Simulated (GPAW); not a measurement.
# Ge (Fd-3m) in GPAW: a series of runs

The runs below take Ge through single point, relaxation of cell and atoms, with PBE, PBE+D3(BJ), PBE+D4.

Everything below comes from runs of GPAW 26.7.0. Logs are shortened: lines on timing, memory, paths and dates and some standing lists are left out, and cuts for length are marked. The log counts tension as positive stress, the text compression.

**Experimental background.**

From “Electronic and optical properties of SixGe1-x-ySny alloys lattice-matched to Ge”, 2021, arxiv:2109.02782, for a bulk crystal of Ge at 293 K: band gap 0.666 eV (indirect).

From “Temperature-dependent photoluminescence in Ge: experiment and theory”, 2020, arxiv:2003.00143, for a bulk crystal of Ge at 0 K: band gap 0.744 eV (indirect).

The runs below are set against these values where they give the same quantity.

## Step 1: Starting point

Symmetry: Fd-3m, No. 227, cubic system. Conventional cell: a = 5.658 Å, b = 5.658 Å, c = 5.658 Å, α = 90.00°, β = 90.00°, γ = 90.00°. Ge (site symmetry -43m) has 4 Ge at 2.45 Å as nearest neighbours.

## Step 2: Single point, PBE

File run.py:

```python
from ase import Atoms
from ase.dft.bandgap import bandgap
from ase.io import write
from ase.units import Bohr, GPa
from gpaw import GPAW, PW
from gpaw.elf import elf_from_dft_calculation

atoms = Atoms(['Ge', 'Ge'],
              cell=[[0.0, 2.82891, 2.82891],
                    [2.82891, 0.0, 2.82891],
                    [2.82891, 2.82891, 0.0]],
              scaled_positions=[[0.75, 0.75, 0.75],
                                [0.5, 0.5, 0.5]],
              pbc=True)

calc = GPAW(mode=PW(600),
            xc='PBE',
            kpts={'size': (8, 8, 8), 'gamma': True},
            occupations={'name': 'methfessel-paxton', 'order': 0, 'width': 0.026000000000000002},
            nbands=11,
            convergence={'density': 1e-05, 'energy': 1e-05},
            maxiter=150,
            txt='gpaw.txt')
atoms.calc = calc
energy = atoms.get_potential_energy()
forces = atoms.get_forces()
stress = atoms.get_stress()
calc.write('gs.gpw')
write('result.traj', atoms)
print(f'Energy: {energy:.6f} eV')
print('Forces (eV/A):')
print(forces.round(4))
print('Stress (GPa):', (stress / GPa).round(3))
print('Fermi level:', round(calc.get_fermi_level(), 4), 'eV')
print(f'Gap: {bandgap(calc)[0]:.4f} eV, direct: {bandgap(calc, direct=True)[0]:.4f} eV')

# fields on the real-space grid
write('density.cube', atoms, data=calc.get_pseudo_density() * Bohr**3)
write('potential.cube', atoms, data=calc.get_electrostatic_potential())
write('elf.cube', atoms, data=elf_from_dft_calculation(calc).data)
```

Potentials or basis: GPAW PAW data sets (gpaw-data 1.2.1), pw.

Started as:

```bash
$ OMP_NUM_THREADS=1 python run.py
```

gpaw.txt:

```text
__  _  _
 | _ |_)|_||  |
 |__||  | ||/\| - 26.7.0

Input parameters:
  mode=PW(ecut=600.0),
  convergence={'density': 1e-05, 'energy': 1e-05},
  kpts=MonkhorstPack(size=(8, 8, 8), gamma=True),
  maxiter=150,
  nbands=11,
  occupations=Occupations(name='methfessel-paxton', order=0, width=0.026000000000000002),
  xc=XC(name='PBE')

Diagonalizing LCAO Hamiltonian
Converting LCAO to pw mode

           Ge

       Ge

Atoms  # Å, Bohr magnetons
|   | symbol |        x |        y |        z |    initial magnetic moments |
|---|--------|----------|----------|----------|-----------------------------|
| 0 |     Ge | 4.243365 | 4.243365 | 4.243365 | ( 0.0000,  0.0000,  0.0000) |
| 1 |     Ge | 2.828910 | 2.828910 | 2.828910 | ( 0.0000,  0.0000,  0.0000) |

Unit cell  # Å
| periodic |        x |        y |        z |  lengths |    angles |
|----------|----------|----------|----------|----------|-----------|
|      yes | 0.000000 | 2.828910 | 2.828910 | 4.000683 | 60.000000 |
|      yes | 2.828910 | 0.000000 | 2.828910 | 4.000683 | 60.000000 |
|      yes | 2.828910 | 2.828910 | 0.000000 | 4.000683 | 60.000000 |

Number of symmetries: 24
Symmetry operations  # r_c * U_cc + t_c -> r_c
|    | kind |            matrix            |
|----|------|------------------------------|
|  0 |  E   |  1, 0, 0,  0, 1, 0,  0, 0, 1 |
|  1 |  σ   |  1, 0, 0,  0, 0, 1,  0, 1, 0 |
|  2 |  σ   |  1, 0,-1,  0, 1,-1,  0, 0,-1 |
|  3 |  C3  |  1, 0,-1,  0, 0,-1,  0, 1,-1 |
|  4 |  C3  |  1,-1, 0,  0,-1, 1,  0,-1, 0 |
|  5 |  σ   |  1,-1, 0,  0,-1, 0,  0,-1, 1 |
|  6 |  σ   |  0, 1, 0,  1, 0, 0,  0, 0, 1 |
|  7 |  C3  |  0, 1, 0,  0, 0, 1,  1, 0, 0 |
|  8 |  C2  |  0, 1,-1,  1, 0,-1,  0, 0,-1 |
|  9 |  S4  |  0, 1,-1,  0, 0,-1,  1, 0,-1 |
| 10 |  C3  |  0, 0, 1,  1, 0, 0,  0, 1, 0 |
| 11 |  σ   |  0, 0, 1,  0, 1, 0,  1, 0, 0 |
| 12 |  S4  |  0, 0,-1,  1, 0,-1,  0, 1,-1 |
| 13 |  C3  |  0, 0,-1,  0, 1,-1,  1, 0,-1 |
| 14 |  S4  |  0,-1, 1,  1,-1, 0,  0,-1, 0 |
| 15 |  C2  |  0,-1, 1,  0,-1, 0,  1,-1, 0 |
| 16 |  C3  |  0,-1, 0,  1,-1, 0,  0,-1, 1 |
| 17 |  S4  |  0,-1, 0,  0,-1, 1,  1,-1, 0 |
| 18 |  S4  | -1, 1, 0, -1, 0, 1, -1, 0, 0 |
| 19 |  C3  | -1, 1, 0, -1, 0, 0, -1, 0, 1 |
| 20 |  C3  | -1, 0, 1, -1, 1, 0, -1, 0, 0 |
| 21 |  S4  | -1, 0, 1, -1, 0, 0, -1, 1, 0 |
| 22 |  σ   | -1, 0, 0, -1, 1, 0, -1, 0, 1 |
| 23 |  C2  | -1, 0, 0, -1, 0, 1, -1, 1, 0 |

BZ-sampling:
  Number of BZ points: 512
  Number of IBZ points: 29

  Monkhorst-Pack size: [8, 8, 8]
  Monkhorst-Pack shift: [0.0625, 0.0625, 0.0625]

K-points  # in reciprocal-cell coordinates
|     |                                coordinates |     weight |
|-----|--------------------------------------------|------------|
|   0 | (  0.00000000,   0.00000000,   0.00000000) | 0.00195312 |
|   1 | (  0.12500000,   0.12500000,   0.00000000) | 0.01171875 |
|   2 | (  0.12500000,   0.12500000,   0.12500000) | 0.01562500 |
|   3 | (  0.25000000,   0.12500000,   0.12500000) | 0.02343750 |
|   4 | (  0.25000000,   0.25000000,   0.00000000) | 0.01171875 |
|   5 | (  0.25000000,   0.25000000,   0.12500000) | 0.04687500 |
|   6 | (  0.25000000,   0.25000000,   0.25000000) | 0.01562500 |
|   7 | (  0.37500000,   0.25000000,  -0.37500000) | 0.04687500 |
|   8 | (  0.37500000,   0.25000000,   0.12500000) | 0.04687500 |
|   9 | (  0.37500000,   0.25000000,   0.25000000) | 0.04687500 |
| ... |                                            |            |
|  28 | (  0.50000000,   0.50000000,   0.50000000) | 0.00781250 |

Plane wave coefficients: 1540
Cutoff: 600.0 eV

Spin-components: 1 (collinear spins)
Bands:           11
Projectors:      10
Spin-degeneracy: 2
Datatype:        complex128

Parallelization:
  kpt:    1
  domain: 1
  band:   1

Density:
  Valence electrons: 8.0
  Components: 1
  Grid points: [24 24 24]
  Charge: 0.0  # |e|

Potential:
  Grid points: [24 24 24]

species:
  Ge:
    name:    Germanium
    Z:       32.0
    valence: 4
    core:    28
    charge:  0.0  # [|e|]
    compensation charges:
      type: gauss
      rc: 0.32  # [Å]
      lmax: 2
    cutoffs:
      filter: 1.77  # [Å]
      core: 3.42  # [Å]
    projectors
    | kind |    occ | energy [eV] | rcut [Å] |
    |------|--------|-------------|----------|
    |   4s |  2.000 |     -11.726 |    1.005 |
    |   4p |  2.000 |      -3.896 |    1.005 |
    |    s |        |      15.485 |    1.005 |
    |    p |        |      23.315 |    1.005 |
    |    d |        |       0.000 |    1.005 |

    Using partial waves for Ge as LCAO basis

Reference energy: -114195.275705  # eV

eigensolver:
  PPCG
  Converge bands: occupied
  niter=2

density mixing:
  MSR1-Mixer
  Pratt-step length: 0.05
  Maximum mixing coefficient: 0.75
  Old densities: 10
  SVD Regularization: 0.005
  Good broyden scale: 1.0
  Trust region scale: 1.0
  Backstep threshold: 4.0
  History deletion threshold: 6.0
  Fourier metric: weight=20.0, sigma=0.015

occupation numbers:
  Methfessel-Paxton:
    width: 0.0260  # eV
    order: 0

poisson solver:
  ecut: 4800.0  # eV

xc functional:
  name: PBE with 2 nearest neighbor stencil

convergence criteria:
- Maximum integral of absolute [dens]ity change: 1e-05 electrons / valence electron
- Maximum [total energy] change in last 3 cyles: 1e-05 eV / valence electron
- Maximum integral of absolute [eigenst]ate change: 4e-08 eV^2 / valence electron
maximum number of iterations: 150

SCF iterations
|iter     | |      energy | eigst |  dens |
|---------|-|-------------|-------|-------|
|iter:   1| |   -9.029609 | -0.45 |       |
|iter:   2| |   -9.026805 | -2.72 | -0.91 |
|iter:   3| |   -8.995508 | -2.68 | -0.93 |
|iter:   4| |   -8.995546 | -3.59 | -1.53 |
|iter:   5| |   -8.995635 | -5.23 | -2.48 |
|iter:   6| |   -8.995641 | -6.76 | -3.15 |
|iter:   7| |   -8.995642c| -7.89c| -3.76 |
|iter:   8| |   -8.995642c| -8.44c| -5.09c|

Converged in 8 steps
Energy contributions relative to reference atoms: (reference = -114195.275705)

Energy contributions:
  Kinetic:          26.105782
  Coulomb:         -23.290595
  Zero:              0.005559
  External:          0.000000
  Xc:              -11.816386
  Entropy:          -0.000005
  Spinorbit:         0.000000
  ----------------------------
  Free energy:      -8.995644
  Extrapolated:     -8.995642

dipole moment: (3.691719, 3.691719, 3.691719)  # |e|*Ang

Fermi level: 6.028
Eigenvalues  # (at kpt = [0.000, 0.000, 0.000])
| band index |      eig [eV] | occ [0-2] |
|------------|---------------|-----------|
|          0 |        -6.778 |     2.000 |
|          1 |         5.979 |     1.992 |
|          2 |         5.979 |     1.992 |
|          3 |         5.979 |     1.992 |
|          4 |         6.069 |     0.024 |
|          5 |         8.538 |     0.000 |
|          6 |         8.538 |     0.000 |
|          7 |         8.538 |     0.000 |
|          8 |        12.428 |     0.000 |
|          9 |        15.366 |     0.000 |
|         10 |        15.369 |     0.000 |

Gap: 0.090 eV
Transition (v -> c):
  (s=0, k=0, n=3, [0.00, 0.00, 0.00]) -> (s=0, k=0, n=4, [0.00, 0.00, 0.00])
No difference between direct/indirect transitions

Forces  # eV/Ang
|        x |        y |        z |
|----------|----------|----------|
| -0.00000 | -0.00000 | -0.00000 |  # Ge   0
| -0.00000 |  0.00000 | -0.00000 |  # Ge   1

Stress tensor  # eV/Ang^3
|         x |         y |         z |
|-----------|-----------|-----------|
| -0.023968 |  0.000000 |  0.000000 |
|  0.000000 | -0.023968 |  0.000000 |
|  0.000000 |  0.000000 | -0.023968 |

# Writing to gs.gpw (mode='')
```

Run time: 10 s. Hardware: 1 thread of Arm Neoverse V1, shared host; peak memory 0.15 GiB.

Results:

- Free energy: -8.9956 eV
- Pressure: 3.8 GPa
- Band gap on the k mesh: 0.09 eV, direct

Levels at points of the mesh, in eV from the valence-band top:
```
           k point  band 2  band 3  band 4  band 5  band 6  band 7
(0.00, 0.00, 0.00)    0.00    0.00    0.00    0.09    2.56    2.56
(0.50, 0.50, 0.00)   -8.88   -3.07   -3.07    0.74    0.74    9.54
(0.50, 0.50, 0.50)   -7.59   -1.40   -1.40    0.20    3.75    3.75
```

## Step 3: Single point, PBE

Changes to run.py since step 2:

```diff
@@ -3,5 +3,4 @@
 from ase.io import write
-from ase.units import Bohr, GPa
+from ase.units import GPa
 from gpaw import GPAW, PW
-from gpaw.elf import elf_from_dft_calculation
 
@@ -18,3 +17,3 @@
             kpts={'size': (8, 8, 8), 'gamma': True},
-            occupations={'name': 'methfessel-paxton', 'order': 0, 'width': 0.026000000000000002},
+            occupations={'name': 'methfessel-paxton', 'order': 0, 'width': 0.027000000000000003},
             nbands=11,
@@ -35,6 +34 @@
 print(f'Gap: {bandgap(calc)[0]:.4f} eV, direct: {bandgap(calc, direct=True)[0]:.4f} eV')
-
-# fields on the real-space grid
-write('density.cube', atoms, data=calc.get_pseudo_density() * Bohr**3)
-write('potential.cube', atoms, data=calc.get_electrostatic_potential())
-write('elf.cube', atoms, data=elf_from_dft_calculation(calc).data)
```

Potentials or basis: GPAW PAW data sets (gpaw-data 1.2.1), pw.

Started as:

```bash
$ OMP_NUM_THREADS=1 python run.py
```

gpaw.txt:

```text
__  _  _
 | _ |_)|_||  |
 |__||  | ||/\| - 26.7.0

Input parameters:
  mode=PW(ecut=600.0),
  convergence={'density': 1e-05, 'energy': 1e-05},
  kpts=MonkhorstPack(size=(8, 8, 8), gamma=True),
  maxiter=150,
  nbands=11,
  occupations=Occupations(name='methfessel-paxton', order=0, width=0.027000000000000003),
  xc=XC(name='PBE')

Diagonalizing LCAO Hamiltonian
Converting LCAO to pw mode

           Ge

       Ge

Atoms  # Å, Bohr magnetons
|   | symbol |        x |        y |        z |    initial magnetic moments |
|---|--------|----------|----------|----------|-----------------------------|
| 0 |     Ge | 4.243365 | 4.243365 | 4.243365 | ( 0.0000,  0.0000,  0.0000) |
| 1 |     Ge | 2.828910 | 2.828910 | 2.828910 | ( 0.0000,  0.0000,  0.0000) |

Unit cell  # Å
| periodic |        x |        y |        z |  lengths |    angles |
|----------|----------|----------|----------|----------|-----------|
|      yes | 0.000000 | 2.828910 | 2.828910 | 4.000683 | 60.000000 |
|      yes | 2.828910 | 0.000000 | 2.828910 | 4.000683 | 60.000000 |
|      yes | 2.828910 | 2.828910 | 0.000000 | 4.000683 | 60.000000 |

Number of symmetries: 24
Symmetry operations  # r_c * U_cc + t_c -> r_c
|    | kind |            matrix            |
|----|------|------------------------------|
|  0 |  E   |  1, 0, 0,  0, 1, 0,  0, 0, 1 |
|  1 |  σ   |  1, 0, 0,  0, 0, 1,  0, 1, 0 |
|  2 |  σ   |  1, 0,-1,  0, 1,-1,  0, 0,-1 |
|  3 |  C3  |  1, 0,-1,  0, 0,-1,  0, 1,-1 |
|  4 |  C3  |  1,-1, 0,  0,-1, 1,  0,-1, 0 |
|  5 |  σ   |  1,-1, 0,  0,-1, 0,  0,-1, 1 |
|  6 |  σ   |  0, 1, 0,  1, 0, 0,  0, 0, 1 |
|  7 |  C3  |  0, 1, 0,  0, 0, 1,  1, 0, 0 |
|  8 |  C2  |  0, 1,-1,  1, 0,-1,  0, 0,-1 |
|  9 |  S4  |  0, 1,-1,  0, 0,-1,  1, 0,-1 |
| 10 |  C3  |  0, 0, 1,  1, 0, 0,  0, 1, 0 |
| 11 |  σ   |  0, 0, 1,  0, 1, 0,  1, 0, 0 |
| 12 |  S4  |  0, 0,-1,  1, 0,-1,  0, 1,-1 |
| 13 |  C3  |  0, 0,-1,  0, 1,-1,  1, 0,-1 |
| 14 |  S4  |  0,-1, 1,  1,-1, 0,  0,-1, 0 |
| 15 |  C2  |  0,-1, 1,  0,-1, 0,  1,-1, 0 |
| 16 |  C3  |  0,-1, 0,  1,-1, 0,  0,-1, 1 |
| 17 |  S4  |  0,-1, 0,  0,-1, 1,  1,-1, 0 |
| 18 |  S4  | -1, 1, 0, -1, 0, 1, -1, 0, 0 |
| 19 |  C3  | -1, 1, 0, -1, 0, 0, -1, 0, 1 |
| 20 |  C3  | -1, 0, 1, -1, 1, 0, -1, 0, 0 |
| 21 |  S4  | -1, 0, 1, -1, 0, 0, -1, 1, 0 |
| 22 |  σ   | -1, 0, 0, -1, 1, 0, -1, 0, 1 |
| 23 |  C2  | -1, 0, 0, -1, 0, 1, -1, 1, 0 |

BZ-sampling:
  Number of BZ points: 512
  Number of IBZ points: 29

  Monkhorst-Pack size: [8, 8, 8]
  Monkhorst-Pack shift: [0.0625, 0.0625, 0.0625]

K-points  # in reciprocal-cell coordinates
|     |                                coordinates |     weight |
|-----|--------------------------------------------|------------|
|   0 | (  0.00000000,   0.00000000,   0.00000000) | 0.00195312 |
|   1 | (  0.12500000,   0.12500000,   0.00000000) | 0.01171875 |
|   2 | (  0.12500000,   0.12500000,   0.12500000) | 0.01562500 |
|   3 | (  0.25000000,   0.12500000,   0.12500000) | 0.02343750 |
|   4 | (  0.25000000,   0.25000000,   0.00000000) | 0.01171875 |
|   5 | (  0.25000000,   0.25000000,   0.12500000) | 0.04687500 |
|   6 | (  0.25000000,   0.25000000,   0.25000000) | 0.01562500 |
|   7 | (  0.37500000,   0.25000000,  -0.37500000) | 0.04687500 |
|   8 | (  0.37500000,   0.25000000,   0.12500000) | 0.04687500 |
|   9 | (  0.37500000,   0.25000000,   0.25000000) | 0.04687500 |
| ... |                                            |            |
|  28 | (  0.50000000,   0.50000000,   0.50000000) | 0.00781250 |

Plane wave coefficients: 1540
Cutoff: 600.0 eV

Spin-components: 1 (collinear spins)
Bands:           11
Projectors:      10
Spin-degeneracy: 2
Datatype:        complex128

Parallelization:
  kpt:    1
  domain: 1
  band:   1

Density:
  Valence electrons: 8.0
  Components: 1
  Grid points: [24 24 24]
  Charge: 0.0  # |e|

Potential:
  Grid points: [24 24 24]

species:
  Ge:
    name:    Germanium
    Z:       32.0
    valence: 4
    core:    28
    charge:  0.0  # [|e|]
    compensation charges:
      type: gauss
      rc: 0.32  # [Å]
      lmax: 2
    cutoffs:
      filter: 1.77  # [Å]
      core: 3.42  # [Å]
    projectors
    | kind |    occ | energy [eV] | rcut [Å] |
    |------|--------|-------------|----------|
    |   4s |  2.000 |     -11.726 |    1.005 |
    |   4p |  2.000 |      -3.896 |    1.005 |
    |    s |        |      15.485 |    1.005 |
    |    p |        |      23.315 |    1.005 |
    |    d |        |       0.000 |    1.005 |

    Using partial waves for Ge as LCAO basis

Reference energy: -114195.275705  # eV

eigensolver:
  PPCG
  Converge bands: occupied
  niter=2

density mixing:
  MSR1-Mixer
  Pratt-step length: 0.05
  Maximum mixing coefficient: 0.75
  Old densities: 10
  SVD Regularization: 0.005
  Good broyden scale: 1.0
  Trust region scale: 1.0
  Backstep threshold: 4.0
  History deletion threshold: 6.0
  Fourier metric: weight=20.0, sigma=0.015

occupation numbers:
  Methfessel-Paxton:
    width: 0.0270  # eV
    order: 0

poisson solver:
  ecut: 4800.0  # eV

xc functional:
  name: PBE with 2 nearest neighbor stencil

convergence criteria:
- Maximum integral of absolute [dens]ity change: 1e-05 electrons / valence electron
- Maximum [total energy] change in last 3 cyles: 1e-05 eV / valence electron
- Maximum integral of absolute [eigenst]ate change: 4e-08 eV^2 / valence electron
maximum number of iterations: 150

SCF iterations
|iter     | |      energy | eigst |  dens |
|---------|-|-------------|-------|-------|
|iter:   1| |   -9.029610 | -0.45 |       |
|iter:   2| |   -9.026805 | -2.72 | -0.91 |
|iter:   3| |   -8.995507 | -2.68 | -0.93 |
|iter:   4| |   -8.995546 | -3.59 | -1.53 |
|iter:   5| |   -8.995634 | -5.23 | -2.48 |
|iter:   6| |   -8.995641 | -6.76 | -3.15 |
|iter:   7| |   -8.995641c| -7.89c| -3.76 |
|iter:   8| |   -8.995641c| -8.44c| -5.09c|

Converged in 8 steps
Energy contributions relative to reference atoms: (reference = -114195.275705)

Energy contributions:
  Kinetic:          26.106404
  Coulomb:         -23.291183
  Zero:              0.005559
  External:          0.000000
  Xc:              -11.816418
  Entropy:          -0.000006
  Spinorbit:         0.000000
  ----------------------------
  Free energy:      -8.995644
  Extrapolated:     -8.995641

dipole moment: (3.691716, 3.691716, 3.691716)  # |e|*Ang

Fermi level: 6.028
Eigenvalues  # (at kpt = [0.000, 0.000, 0.000])
| band index |      eig [eV] | occ [0-2] |
|------------|---------------|-----------|
|          0 |        -6.778 |     2.000 |
|          1 |         5.979 |     1.990 |
|          2 |         5.979 |     1.990 |
|          3 |         5.979 |     1.990 |
|          4 |         6.069 |     0.031 |
|          5 |         8.538 |     0.000 |
|          6 |         8.538 |     0.000 |
|          7 |         8.538 |     0.000 |
|          8 |        12.428 |     0.000 |
|          9 |        15.366 |     0.000 |
|         10 |        15.369 |     0.000 |

Gap: 0.090 eV
Transition (v -> c):
  (s=0, k=0, n=3, [0.00, 0.00, 0.00]) -> (s=0, k=0, n=4, [0.00, 0.00, 0.00])
No difference between direct/indirect transitions

Forces  # eV/Ang
|        x |        y |        z |
|----------|----------|----------|
| -0.00000 | -0.00000 | -0.00000 |  # Ge   0
|  0.00000 |  0.00000 | -0.00000 |  # Ge   1

Stress tensor  # eV/Ang^3
|         x |         y |         z |
|-----------|-----------|-----------|
| -0.023971 | -0.000000 |  0.000000 |
| -0.000000 | -0.023971 | -0.000000 |
|  0.000000 | -0.000000 | -0.023971 |

# Writing to gs.gpw (mode='')
```

Wall time 9.8 s (1 thread of Arm Neoverse V1, shared host); peak memory 0.14 GiB.

Results:

- Free energy: -8.9956 eV
- Pressure: 3.8 GPa
- Band gap on the k mesh: 0.09 eV, direct

(Continued in part 2 of 2.)
